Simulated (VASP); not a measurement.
Runs of VASP 6.6.1 on Ag. The structure is hexagonal, space group P6_3/mmc (No. 194). The conventional cell has a = 2.930 Å, b = 2.930 Å, c = 4.790 Å, α = 90.00°, β = 90.00°, γ = 120.00°. Around Ag (site symmetry -6m2) lie 12 Ag at 2.93 Å. This isn't the form of Ag at room conditions, which is fcc.

| task | cell | k mesh | cutoff (eV) | gap on the mesh (eV) | pressure (GPa) | relaxed volume (Å³/atom) |
| --- | --- | --- | --- | --- | --- | --- |
| relaxation of cell and atoms | relaxed | 9 × 9 × 4 | 600 | none | 0.2 | 16.05 |
| single point | P6_3/mmc, 16.05 Å³/atom | 9 × 9 × 4 | 520 | none | 0.1 | - |
| single point | P6_3/mmc, 16.05 Å³/atom | 18 × 18 × 10 | 520 | none | 0.1 | - |
| relaxation of cell and atoms | relaxed | 18 × 18 × 10 | 600 | none | 0.0 | (a) |

Alike in all rows: level LDA; potentials or basis VASP PAW LDA potentials, release 64 (Ag); no spin polarisation; smearing gaussian 0.1 eV.

Q: Fill in the values left out.

A: (a) 16.06.

A k mesh can miss the band edges, and the runs leave out spin-orbit coupling on Ag.

A gap of «none» marks a metal or a gap under the smearing width.
